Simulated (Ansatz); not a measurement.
## Band structure of WS$_{2}$

```
W S
1.0
     1.57900    0.91164    6.16333
    -1.57900    0.91164    6.16333
     0.00000   -1.82327    6.16333
W S
1 2
Cartesian
  0.0000 0.0000 0.0000
  0.0000 0.0000 13.8730
  0.0000 0.0000 10.7427
```

Atom numbers follow the list: W1, S2, S3.

The geometry is COD entry 9012192, unchecked; take it as a test cell.

No spin–orbit coupling, which matters for the heavy atoms here.

The calculation used DFT, LDA, all-electron LAPW, scalar-relativistic in Ansatz 0.2.0.

Sampling and basis: a Γ-centred 13×13×13 k mesh, Fermi–Dirac smearing of 0.08 eV, basis error target 0.5 meV/atom, no spin polarisation.

Points in fractions of the reciprocal vectors of this cell: Γ (0, 0, 0), T (0.5, 0.5, 0.5), H2 (0.819, 0.181, 0.5), H0 (0.5, -0.181, 0.181), L (0.5, 0, 0), S0 (0.341, -0.341, 0), S2 (0.659, 0, 0.341), F (0.5, 0, 0.5). The path joins them by straight lines in the order Γ–T–H2–H0–L–Γ–S0–S2–F; legs that retrace an earlier one aren't tabulated. Energies are in eV from the top of the valence band.

Is there a gap, and where are the band edges?

0.94 eV, indirect from T (0.5, 0.5, 0.5) to the line Γ–S0 (0.341, -0.341, 0).

List the levels between -20 and 7 eV at the symmetry points.


Γ: -15.61, -13.59, -7.67, -3.55 (×2), -2.29 (×2), -1.54, -1.25, 2.17 (×2), 2.53 (×2), 4.60
T: -15.38, -14.04, -6.61, -3.89, -3.56 (×2), -2.26 (×2), 0.00, 2.28 (×2), 2.37 (×2), 4.85
H2: -12.96, -12.85, -6.57, -6.14, -5.21, -4.61, -4.05, -3.00, -0.72, 1.22, 2.47, 3.50, 4.79, 5.98, 6.44
H0: -12.96, -12.85, -6.57, -6.14, -5.21, -4.61, -4.05, -3.00, -0.72, 1.22, 2.47, 3.50, 4.79, 5.98, 6.44
L: -13.32, -12.97, -7.36, -5.88, -5.29, -4.16, -2.55, -1.78, -1.72, 2.25, 2.54, 3.54, 3.83, 4.27, 6.37
S0: -12.96, -12.84, -6.58, -6.13, -5.25, -4.62, -3.98, -3.05, -0.70, 1.19, 2.47, 3.45, 4.84, 5.75, 6.82
S2: -12.96, -12.84, -6.58, -6.13, -5.25, -4.62, -3.98, -3.05, -0.70, 1.19, 2.47, 3.45, 4.84, 5.75, 6.82
F: -13.23, -13.08, -7.21, -6.06, -4.99, -4.08, -3.17, -1.98, -1.53, 2.20, 2.65, 3.14, 4.34, 4.87, 6.66
